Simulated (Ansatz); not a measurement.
# AlNi3: the cost of one run

Method: DFT PBE, scalar-relativistic, plane waves, PAW, in Ansatz 0.2.0.

1 further run of the same task is left out (set aside as unsound or not needed). Runs told in other sessions of the task aren't counted.

**1. The system as given**

It takes space group Pmmm (No. 47, orthorhombic). The conventional cell has a = 2.616 Å, b = 3.399 Å, c = 5.140 Å, α = 90.00°, β = 90.00°, γ = 90.00°. Around Al (site symmetry mmm) lie 10 Ni at 2.51 to 2.57 Å and 2 Al at 2.62 Å. Ni (site symmetry mm2) is surrounded by 8 Ni at 2.49 to 2.62 Å and 4 Al at 2.51 Å. Ni (site symmetry mmm) has 10 Ni at 2.49 to 2.62 Å and 2 Al at 2.57 Å in its first shell of neighbours.

Structure file:

```xyz
4
Lattice="2.6159 0.0000 0.0000 0.0000 3.3986 0.0000 0.0000 0.0000 5.1401" Properties=species:S:1:pos:R:3 pbc="T T T"
Al    1.3080    1.6993    2.5700
Ni    0.0000    0.0000    3.8734
Ni    0.0000    0.0000    1.2667
Ni    1.3080    1.6993    0.0000
```

It is the end of an earlier relaxation with the same method, from a generated guess; it needn't be the stable form of this composition. At a tolerance of 0.05 Å it has space group Pmmm (No. 47); it has 11.42 Å³/atom, an uncorrected energy of -0.34 eV/atom over the elements.

**2. Electronic structure at the relaxed geometry**

Contents of input.yaml:

```yaml
crystal:
  lattice:
    - [2.6159397522, 0.0, 0.0]
    - [0.0, 3.3985803684, 0.0]
    - [0.0, 0.0, 5.140070814]
  atoms:
    - { symbol: Al, position: [0.5, 0.5, 0.5] }
    - { symbol: Ni, position: [0.0, 0.0, 0.7535723443] }
    - { symbol: Ni, position: [0.0, 0.0, 0.2464276557] }
    - { symbol: Ni, position: [0.5, 0.5, 0.0] }
basis:
  ecutwfc: 420
kpoints:
  mp_grid: { grid: [18, 14, 10] }
  band_path:
    path:
      - [[0.0, 0.0, 0.0], [0.5, 0.0, 0.0], [0.5, 0.5, 0.0], [0.0, 0.5, 0.0], [0.0, 0.0, 0.0], [0.0, 0.0, 0.5], [0.5, 0.0, 0.5], [0.5, 0.5, 0.5], [0.0, 0.5, 0.5], [0.0, 0.0, 0.5]]
      - [[0.5, 0.0, 0.0], [0.5, 0.0, 0.5]]
      - [[0.0, 0.5, 0.0], [0.0, 0.5, 0.5]]
      - [[0.5, 0.5, 0.0], [0.5, 0.5, 0.5]]
    npoints: 14
hamiltonian:
  xc: pbe
scf:
  occupations: { method: gaussian, width: 0.1 }
  n_extra_bands: 10
output:
  forces: true
  stress: true
  eigenvalues: true
  populations: true
  dos: { projected: true, de: 0.02, nscf_kmesh: { grid: [22, 17, 12] } }
  bader: true
  write_density: true
  write_potential: true
  elf: true
  volumetric_format: npy
```

On the command line:

```
> ansatz run input.yaml --threads 4 --pin off --max-ram 8192MiB --backend cpu --events-out ev --progress --plain --runs-dir out
```

What time and memory should one allow on 4 threads of AMD EPYC (Zen 3), shared host?

About 82 s, with a peak of 1.1 GiB.
